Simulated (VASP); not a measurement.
# KCl (Fm-3m) in VASP: single point with r2SCAN

Aim: the single point of KCl with r2SCAN.

All numbers are computed with VASP 6.6.1; they aren't measurements. Logs are shortened: lines on timing, memory, paths and dates and some standing lists are left out, and cuts for length are marked.

**Measured values to compare with.**

A printed reference work, monograph reports, for a bulk crystal of KCl: band gap 8.68 eV.

The results are compared with them further down.

## Step 1: The cell of the first run

Symmetry: Fm-3m, No. 225, cubic system. Conventional cell: a = 6.446 Å, b = 6.446 Å, c = 6.446 Å, α = 90.00°, β = 90.00°, γ = 90.00°. Within 4.2 Å of K (site symmetry m-3m) lie 6 Cl at 3.22 Å. Cl (site symmetry m-3m) has 6 K at 3.22 Å within 4.2 Å.

## Step 2: Single point, r2SCAN

Contents of POSCAR:

```
KCl
1.0
    0.0000000000      3.2230640200      3.2230640200
    3.2230640200      0.0000000000      3.2230640200
    3.2230640200      3.2230640200      0.0000000000
K Cl
1 1
Direct
    0.0000000000      0.0000000000      0.0000000000
    0.5000000000      0.5000000000      0.5000000000
```

Contents of INCAR.step1:

```
SYSTEM = KCl
  PREC = Accurate
  ENCUT = 520
  ISMEAR = 0
  SIGMA = 0.0183
  LREAL = .FALSE.
  LASPH = .TRUE.
  NELM = 60
  NBANDS = 15
  GGA = PE
  ALGO = Normal
  EDIFF = 1E-4
  LWAVE = .TRUE.
  LCHARG = .FALSE.
```

Contents of INCAR.step2:

```
SYSTEM = KCl
  PREC = Accurate
  ENCUT = 520
  EDIFF = 1E-7
  ISMEAR = 0
  SIGMA = 0.0183
  LREAL = .FALSE.
  LASPH = .TRUE.
  NELM = 60
  ALGO = Normal
  ISIF = 2
  LWAVE = .FALSE.
  LCHARG = .FALSE.
  METAGGA = R2SCAN
  LMIXTAU = .TRUE.
  NBANDS = 15
  ISTART = 1
```

Contents of KPOINTS:

```
Automatic mesh
0
G
  7 7 7
  0 0 0
```

Potentials or basis: VASP PAW PBE potentials, release 64 (K_sv, Cl).

Launch:

```console
cat potpaw_PBE.64/K_sv/POTCAR potpaw_PBE.64/Cl/POTCAR > POTCAR
cp INCAR.step1 INCAR
mpirun -np 1 vasp_std > vasp.out
cp INCAR.step2 INCAR
mpirun -np 1 vasp_std > vasp.out
```

OUTCAR:

```text
SYSTEM = KCl
   PREC = Accurate
   ENCUT = 520
   EDIFF = 1E-7
   ISMEAR = 0
   LREAL = .FALSE.
   LASPH = .TRUE.
   NELM = 60
   ISIF = 2
   METAGGA = R2SCAN
   ISTART = 1

 ion  position               nearest neighbor table
   1  0.000  0.000  0.000-   2 3.22   2 3.22   2 3.22   2 3.22   2 3.22   2 3.22
   2  0.500  0.500  0.500-   1 3.22   1 3.22   1 3.22   1 3.22   1 3.22   1 3.22

  LATTYP: Found a face centered cubic cell.
 ALAT       =     6.4461280400

  Lattice vectors:

 A1 = (   0.0000000000,   3.2230640200,   3.2230640200)
 A2 = (   3.2230640200,   0.0000000000,   3.2230640200)
 A3 = (   3.2230640200,   3.2230640200,   0.0000000000)

Analysis of symmetry for initial positions (statically):
=====================================================================
 Subroutine PRICEL returns:
 Original cell was already a primitive cell.

 Routine SETGRP: Setting up the symmetry group for a
 face centered cubic supercell.

 Subroutine GETGRP returns: Found 48 space group operations
 (whereof 48 operations were pure point group operations)
 out of a pool of 48 trial point group operations.

The static configuration has the point symmetry O_h .

Analysis of symmetry for dynamics (positions and initial velocities):
=====================================================================
 Subroutine PRICEL returns:
 Original cell was already a primitive cell.

 Routine SETGRP: Setting up the symmetry group for a
 face centered cubic supercell.

 Subroutine GETGRP returns: Found 48 space group operations
 (whereof 48 operations were pure point group operations)
 out of a pool of 48 trial point group operations.

The dynamic configuration has the point symmetry O_h .

 Subroutine INISYM returns: Found 48 space group operations
 (whereof 48 operations are pure point group operations),
 and found     1 'primitive' translations

----------------------------------------------------------------------------------------

                                     Primitive cell

  volume of cell :      66.9633

  direct lattice vectors                    reciprocal lattice vectors
     0.000000000  3.223064020  3.223064020    -0.155131886  0.155131886  0.155131886
     3.223064020  0.000000000  3.223064020     0.155131886 -0.155131886  0.155131886
     3.223064020  3.223064020  0.000000000     0.155131886  0.155131886 -0.155131886

  length of vectors
     4.558100849  4.558100849  4.558100849     0.268696308  0.268696308  0.268696308

  position of ions in fractional coordinates (direct lattice)
     0.000000000  0.000000000  0.000000000
     0.500000000  0.500000000  0.500000000

  ion indices of the primitive-cell ions
   primitive index   ion index
                 1           1
                 2           2

----------------------------------------------------------------------------------------

 KPOINTS: Automatic mesh

Automatic generation of k-mesh.
 Grid dimensions read from file:
 generate k-points for:    7    7    7

 Generating k-lattice:

  Cartesian coordinates                     Fractional coordinates (reciprocal lattice)
    -0.022161698  0.022161698  0.022161698     0.142857143  0.000000000  0.000000000
     0.022161698 -0.022161698  0.022161698     0.000000000  0.142857143  0.000000000
     0.022161698  0.022161698 -0.022161698     0.000000000  0.000000000  0.142857143

  Length of vectors
     0.038385187  0.038385187  0.038385187

  Shift w.r.t. Gamma in fractional coordinates (k-lattice)
     0.000000000  0.000000000  0.000000000

 Subroutine IBZKPT returns following result:
 ===========================================

 Found     20 irreducible k-points:

 Following reciprocal coordinates:
            Coordinates               Weight
  0.000000  0.000000  0.000000      1.000000
  0.142857  0.000000  0.000000      8.000000
  0.285714  0.000000  0.000000      8.000000
  0.428571  0.000000  0.000000      8.000000
  0.142857  0.142857  0.000000      6.000000
  0.285714  0.142857  0.000000     24.000000
[... 12 lines left out ...]
 -0.428571  0.428571  0.142857     24.000000
 -0.285714  0.428571  0.142857     24.000000
   k-points           NKPTS =     20   k-points in BZ     NKDIM =     20   number of bands    NBANDS=     15
   number of dos      NEDOS =    301   number of ions     NIONS =      2
   total plane-waves  NPLWV =  46656
   dimension x,y,z NGX =    36 NGY =   36 NGZ =   36
   dimension x,y,z NGXF=    72 NGYF=   72 NGZF=   72
   ions per type =               1   1
   NGX,Y,Z   is equivalent  to a cutoff of  13.13, 13.13, 13.13 a.u.
   NGXF,Y,Z  is equivalent  to a cutoff of  26.26, 26.26, 26.26 a.u.
 SYSTEM =  KCl
   PREC   = accura    normal or accurate (medium, high low for compatibility)
   ISTART =      1    job   : 0-new  1-cont  2-samecut
   ICHARG =      0    charge: 1-file 2-atom 10-const
   ISPIN  =      1    spin polarized calculation?
   LNONCOLLINEAR =      F non collinear calculations
   LSORBIT =      F    spin-orbit coupling
   LASPH  =      T    aspherical Exc in radial PAW
   ENCUT  =  520.0 eV  38.22 Ry    6.18 a.u.   8.48  8.48  8.48*2*pi/ulx,y,z
   NELM   =     60;   NELMIN=  2; NELMDL=  0     # of ELM steps
   EDIFF  = 0.1E-06   stopping-criterion for ELM
   LREAL  =      F    real-space projection
   EDIFFG = 0.1E-05   stopping-criterion for IOM
   NSW    =      0    number of steps for IOM
   IBRION =     -1    ionic relax: 0-MD 1-quasi-New 2-CG
   NFREE  =      0    steps in history (QN), initial steepest desc. (CG)
   ISIF   =      2    stress and relaxation
   ISYM   =      2    0-nonsym 1-usesym 2-fastsym
   POTIM  = 0.5000    time-step for ionic-motion
   TEBEG  =    0.0;   TEEND  =   0.0 temperature during run
   PSTRESS=    0.0 pullay stress
   NELECT =      16.0000    total number of electrons
   NUPDOWN=      -1.0000    fix difference up-down
   EMIN   =  10.00;   EMAX   =-10.00  energy-range for DOS
   EFERMI =   0.00;   METHOD = LEGACY
   ISMEAR =     0;   SIGMA  =   0.02  broadening in eV -4-tet -1-fermi 0-gaus
   EFERMI_NEDOS =   21; number of points for ismear=-14 and -15
   IALGO  =     38    algorithm
   IMIX   =      4    mixing-type and parameters
     AMIX     =   0.40;   BMIX     =  1.00
     AMIX_MAG =   1.60;   BMIX_MAG =  1.00
  volume/ion in A,a.u.               =      33.48       225.95
  Fermi-wavevector in a.u.,A,eV,Ry     =   1.015865  1.919706 14.040957  1.031981
  Thomas-Fermi vector in A             =   2.149175
   LORBIT       =      0    0 simple, 1 ext, 2 COOP (PROOUT), +10 PAW based schemes
   METAGGA = R2SCAN    functional components
   LHFCALC =     F    Hartree Fock is set to
   AEXX    =    0.0000 exact exchange contribution
   IVDW    =     0    specifies the selected vdW correction
   LEPSILON=     F    determine dielectric tensor
   LRPA    =     F    only Hartree local field effects (RPA)
 non-spin polarized calculation
 Gauss-broadening in eV      SIGMA  =   0.02
  energy-cutoff  :      520.00
  volume of cell :       66.96
 maximum number of plane-waves:      1823
 NGX is ok and might be reduce to    36
   NGX = 17   NGY = 17   NGZ = 17

 number of electron      15.9999999 magnetization

 Free energy of the ion-electron system (eV)
  ---------------------------------------------------
  ext. energy  EPLUGINS =         0.00000000
  ---------------------------------------------------
  free energy    TOTEN  =       -16.48930113 eV

  energy without entropy =      -16.48930113  energy(sigma->0) =      -16.48930113

 E-fermi :  -2.4543     XC(G=0):  -7.6336

 val. band max:       -2.5320090455   @ k =   0.0000   0.0000   0.0000
 cond. band min:       3.0529149339   @ k =   0.0000   0.0000   0.0000
 fundamental gap:      5.5849239794
 Fermi energy:        -2.4542972684

 k-point     1 :       0.0000    0.0000    0.0000
  band No.  band energies     occupation
      1     -30.9857      2.00000
      2     -15.1250      2.00000
      3     -13.6744      2.00000
      4     -13.6744      2.00000
      5     -13.6744      2.00000
      6      -2.5320      2.00000
      7      -2.5320      2.00000
      8      -2.5320      2.00000
      9       3.0529      0.00000
     10       6.4620      0.00000
     11       6.4620      0.00000
     12       6.4620      0.00000
     13       7.4634      0.00000
     14       7.4634      0.00000
     15      10.5610      0.00000

 k-point     2 :       0.1429    0.0000    0.0000
  band No.  band energies     occupation
      1     -30.9844      2.00000
      2     -15.1531      2.00000
      3     -13.6757      2.00000
      4     -13.6757      2.00000
      5     -13.6373      2.00000
      6      -2.7385      2.00000
      7      -2.5849      2.00000
      8      -2.5849      2.00000
      9       3.5008      0.00000
     10       6.2694      0.00000
     11       6.7089      0.00000
     12       6.7089      0.00000
     13       7.7161      0.00000
     14       7.7161      0.00000
     15      11.3165      0.00000

 k-point     3 :       0.2857    0.0000    0.0000
  band No.  band energies     occupation
      1     -30.9814      2.00000
      2     -15.2119      2.00000
      3     -13.6786      2.00000
      4     -13.6786      2.00000
      5     -13.5582      2.00000
      6      -3.1397      2.00000
      7      -2.6996      2.00000
      8      -2.6996      2.00000
      9       4.5095      0.00000
     10       6.1288      0.00000
     11       7.3995      0.00000
     12       7.3995      0.00000
     13       8.3924      0.00000
     14       8.3924      0.00000
     15      11.1659      0.00000

 k-point     4 :       0.4286    0.0000    0.0000
  band No.  band energies     occupation
      1     -30.9790      2.00000
      2     -15.2553      2.00000
      3     -13.6810      2.00000
      4     -13.6810      2.00000
      5     -13.4981      2.00000
      6      -3.4184      2.00000
      7      -2.7877      2.00000
      8      -2.7877      2.00000
      9       5.2883      0.00000
     10       6.3468      0.00000
     11       8.3209      0.00000
     12       8.3209      0.00000
     13       9.1803      0.00000
     14       9.1803      0.00000
     15      10.2311      0.00000
[... 235 lines left out ...]
 k-point    18 :      -0.4286    0.2857    0.1429
  band No.  band energies     occupation
      1     -30.9776      2.00000
      2     -15.1750      2.00000
      3     -13.7206      2.00000
      4     -13.7020      2.00000
      5     -13.5747      2.00000
      6      -3.2284      2.00000
      7      -2.8837      2.00000
      8      -2.8148      2.00000
      9       5.6757      0.00000
     10       6.0351      0.00000
     11       7.8690      0.00000
     12       8.3531      0.00000
     13       8.8852      0.00000
     14       9.4452      0.00000
     15       9.9030      0.00000

 k-point    19 :      -0.4286    0.4286    0.1429
  band No.  band energies     occupation
      1     -30.9769      2.00000
      2     -15.1032      2.00000
      3     -13.7463      2.00000
      4     -13.7247      2.00000
      5     -13.6414      2.00000
      6      -3.1240      2.00000
      7      -2.8452      2.00000
      8      -2.8260      2.00000
      9       5.1069      0.00000
     10       6.3711      0.00000
     11       7.4771      0.00000
     12       8.5226      0.00000
     13       8.8574      0.00000
     14       9.4961      0.00000
     15       9.9447      0.00000

 k-point    20 :      -0.2857    0.4286    0.1429
  band No.  band energies     occupation
      1     -30.9767      2.00000
      2     -15.1242      2.00000
      3     -13.7506      2.00000
      4     -13.7245      2.00000
      5     -13.6061      2.00000
      6      -3.0460      2.00000
      7      -3.0013      2.00000
      8      -2.8535      2.00000
      9       5.6458      0.00000
     10       6.3008      0.00000
     11       7.5518      0.00000
     12       7.9406      0.00000
     13       9.3834      0.00000
     14       9.5493      0.00000
     15      10.2960      0.00000

------------------------ aborting loop because EDIFF is reached ----------------------------------------

  FORCE on cell =-STRESS in cart. coord.  units (eV):
  Direction    XX          YY          ZZ          XY          YZ          ZX
  --------------------------------------------------------------------------------------
  -------------------------------------------------------------------------------------
  Total       -0.4976101     -0.4976101     -0.4976101      0.0000000      0.0000000      0.0000000
  in kB      -11.9059213    -11.9059213    -11.9059213      0.0000000      0.0000000      0.0000000
  external PRESSURE =     -11.9059213 kB  Pullay stress =       0.0000000 kB

 VOLUME and BASIS-vectors are now :
 -----------------------------------------------------------------------------
  energy-cutoff  :      520.00
  volume of cell :       66.96
      direct lattice vectors                 reciprocal lattice vectors
     0.000000000  3.223064020  3.223064020    -0.155131886  0.155131886  0.155131886
     3.223064020  0.000000000  3.223064020     0.155131886 -0.155131886  0.155131886
     3.223064020  3.223064020  0.000000000     0.155131886  0.155131886 -0.155131886

 POSITION                                       TOTAL-FORCE (eV/Angst)
 -----------------------------------------------------------------------------------
      0.00000      0.00000      0.00000         0.000000     -0.000000     -0.000000
      3.22306      3.22306      3.22306         0.000000      0.000000      0.000000
 -----------------------------------------------------------------------------------
    total drift:                                0.000000      0.000000      0.000000

  FREE ENERGIE OF THE ION-ELECTRON SYSTEM (eV)
  ---------------------------------------------------
  free  energy   TOTEN  =       -16.4893011296 eV

  energy  without entropy=      -16.4893011296  energy(sigma->0) =      -16.48930113
```

Run time: 2.2 min. Hardware: 1 thread of AMD EPYC 7R13 (Zen 3), shared host; peak memory 0.19 GiB.

Results:

| Property | Result |
| --- | --- |
| Free energy | -16.4893 eV |
| Pressure | -1.2 GPa |
| Band gap on the k mesh | 5.58 eV, direct |

Caveat: the PAW data sets were made with another functional, which shifts forces and pressure a little.

## Step 3: Comparison with measurements

Step 2. Against the measured gap of KCl, 8.68 eV (a printed reference work, monograph), the calculated 5.58 eV is off by -3.10 eV. The value is that of r2SCAN on a finite k mesh, which can miss the band edges, without temperature or zero-point motion.
